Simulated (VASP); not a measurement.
InPd, 2 atoms in the cell. Symmetry: Pm-3m, No. 221, cubic system. The conventional cell has a = 3.272 Å, b = 3.272 Å, c = 3.272 Å, α = 90.00°, β = 90.00°, γ = 90.00°. In (site symmetry m-3m) has 8 Pd at 2.83 Å as nearest neighbours. Pd (site symmetry m-3m) has 8 In at 2.83 Å as nearest neighbours. The cell comes from a database or a generator and needn't be the stable form of this composition.

```yaml
Program: VASP 6.6.1
Task: relaxation of cell and atoms
Functional: LDA
Potentials_or_basis: VASP PAW LDA potentials, release 64 (In_d, Pd)
Cutoff: 600 eV
k_mesh: 12 × 12 × 12
Occupations: methfessel-paxton, width 0.1 eV
Spin: no spin polarisation
Further_INCAR_settings: ALGO = Normal; EDIFF = 1e-06; IBRION = 2; EDIFFG = -0.01; NSW = 90; ISIF = 3
```

Potentials or basis: VASP PAW LDA potentials, release 64 (In_d, Pd).

The run is started by

```console
$ cat potpaw_LDA.64/In_d/POTCAR potpaw_LDA.64/Pd/POTCAR > POTCAR
$ mpirun -np 1 vasp_std > vasp.out
```

Hardware: 1 thread of Intel(R) Xeon(R) Platinum 8488C (Sapphire Rapids) (shared host).

Question: How long does it take, and how much memory?

Answer: Run time: 53 s on 1 thread of Intel(R) Xeon(R) Platinum 8488C (Sapphire Rapids), with other jobs on the host, peak memory 0.19 GiB. Counts: scf iterations 29, k points 84, ion steps 3.
